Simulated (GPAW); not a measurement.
**Ga in GPAW: convergence with basis set**

The system is Ga.

```
Ga
1.0
     2.71648    0.00000    0.00000
     0.00000    2.71648    0.00000
     0.00000    0.00000    2.71648
Ga
1
Cartesian
  0.0000 0.0000 0.0000
```

The cell was built by a generator and needn't be a form met in nature.

| Item | Value |
| --- | --- |
| Program | GPAW 26.7.0 |
| Task | convergence study |
| Functional | PBE |
| Potentials or basis | GPAW PAW data sets (gpaw-data 1.2.1) |
| Basis | lcao:sz(dzp) |
| Grid spacing | 0.16 Å |
| k mesh | 10 × 10 × 10 |
| Occupations | fermi-dirac, width 0.05 eV |
| Spin | no spin polarisation |

These are the settings of the first run; the series varies basis set, with any setting tied to it.

Hardware: 1 thread of Arm Neoverse V2, with other jobs on the host.

| basis set | energy less the tightest run, at zero smearing (meV/atom) | SCF cycles | CPU time (s) | peak memory (GiB) |
| --- | --- | --- | --- | --- |
| lcao:sz(dzp) | 159.78 | 7 | 32 | 0.14 |
| lcao:szp(dzp) | 149.58 | 7 | 130 | 0.15 |
| lcao:dz(dzp) | 95.67 | 7 | 46 | 0.14 |
| lcao:dzp | 84.96 | 7 | 160 | 0.16 |
| fd | 0.92 | 10 | 11 | 0.2 |
| pw | 0.00 | 8 | 3.7 | 0.13 |

Against the tightest run, the energy stays within 1 meV/atom from fd on. The tightest run that finished is the yardstick and may itself not be fully converged.
